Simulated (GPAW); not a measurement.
# Zr: phonons with BEEF-vdW

Crystal: Zr.

```xyz
2
Lattice="3.2320 0.0000 0.0000 -1.6160 2.7990 0.0000 0.0000 0.0000 5.1470" Properties=species:S:1:pos:R:3 pbc="T T T"
Zr    1.6160    0.9330    3.8603
Zr    0.0000    1.8660    1.2868
```

* Program: GPAW 26.7.0
* Task: phonons
* Functional: BEEF-vdW
* Potentials or basis: GPAW PAW data sets (gpaw-data 1.2.1)
* Cutoff: 600 eV
* Basis: pw
* k mesh: 9 × 9 × 5
* Occupations: fermi-dirac, width 0.05 eV
* Spin: no spin polarisation
* Maxiter: 150
* Convergence: density=1e-06 eigenstates=1e-09
* Supercell: 1 × 1 × 1
* Supercell k mesh: 9 × 9 × 5
* Displacement: 0.01
* Relaxed first: ions

```
Band gap on the k mesh        : none (metal or under the smearing width)
Highest phonon frequency at Γ : 155 cm⁻¹
```

Final structure:
```
CELL_PARAMETERS angstrom
3.23200 0.00000 0.00000
-1.61600 2.79899 0.00000
0.00000 0.00000 5.14700
ATOMIC_POSITIONS crystal
Zr 0.66667 0.33333 0.75000
Zr 0.33333 0.66667 0.25000
```

Levels at points of the mesh, in eV from the Fermi level:
| k point | band 10 | band 11 | band 12 | band 13 | band 14 | band 15 |
| --- | --- | --- | --- | --- | --- | --- |
| (0.00, 0.00, 0.00) | -3.00 | 0.85 | 0.85 | 0.99 | 1.12 | 1.53 |

Phonon frequencies in cm⁻¹ (negative: imaginary):
| q point | frequencies |
| --- | --- |
| (0.000, 0.000, 0.000) | 0 0 0 78 78 155 |

It took 2.9 min on 1 thread of Arm Neoverse V1, on a shared host, peak memory 0.43 GiB.
